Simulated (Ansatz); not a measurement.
## Relaxing gallium (fcc)

Method: Ansatz 0.2.0, DFT, LDA (PW92), plane waves (420 eV) with PAW, scalar-relativistic. (PAW data from PBE, frozen cores regenerated.)

k-point mesh 13×13×13, Fermi-Dirac smearing 0.1 eV, no spin polarisation. Cell and atoms relax.

Starting structure:

```
Ga
1.0
     0.00000    2.13979    2.13979
     2.13979    0.00000    2.13979
     2.13979    2.13979    0.00000
Ga
1
Direct
  0.00000 0.00000 0.00000
```

**Question.** What cell does the relaxation end in?

**Answer.** Fm-3m with a = 4.096 Å; 17.19 Å³ per atom against 19.59 at the start (-12.3 %).

**Question.** How much energy does the relaxation gain?

**Answer.** 53.4 meV per atom.
